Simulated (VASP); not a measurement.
Crystal: BN.

```xyz
4
Lattice="2.4982 0.0000 0.0000 -1.2491 2.1635 0.0000 0.0000 0.0000 6.6357" Properties=species:S:1:pos:R:3 pbc="T T T"
N     1.2491    0.7212    1.6589
N     0.0000    1.4424    4.9768
B     1.2491    0.7212    4.9768
B     0.0000    1.4424    1.6589
```

Base run:

```yaml
Program: VASP 6.6.1
Functional: r2SCAN
Potentials_or_basis: VASP PAW PBE potentials, release 64 (N, B)
Cutoff: 520 eV
k_mesh: 12 × 12 × 4
Occupations: gaussian, width 0.02 eV
Spin: no spin polarisation
```

Its results: band gap on the k mesh 4.89 eV, indirect (least direct gap 5.32 eV).

Task: The run is repeated on the same cell with these changes: functional from r2SCAN to TB-mBJ. What comes out?

Result: Band gap on the k mesh 6.04 eV, indirect (least direct gap 6.41 eV).

A k mesh can miss the band edges.
